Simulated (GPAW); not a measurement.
Ag:

```
Ag
1.0
     2.93000    0.00000    0.00000
    -1.46500    2.53745    0.00000
     0.00000    0.00000    4.79000
Ag
2
Direct
  0.66667 0.33333 0.75000
  0.33333 0.66667 0.25000
```

This isn't the form of Ag at room conditions, which is fcc.

Base run:

- Program: GPAW 26.7.0
- Functional: TPSS
- Potentials or basis: GPAW PAW data sets (gpaw-data 1.2.1)
- Cutoff: 600 eV
- Basis: pw
- k mesh: 8 × 8 × 4
- Occupations: fermi-dirac, width 0.05 eV
- Spin: no spin polarisation

Its results: pressure -3.7 GPa.

**Question.** The run is repeated on the same cell with these changes: functional from TPSS to SCAN. What comes out?

**Answer.** Pressure -3.3 GPa.

Caveats: the PAW data sets were made with another functional, which shifts forces and pressure a little.
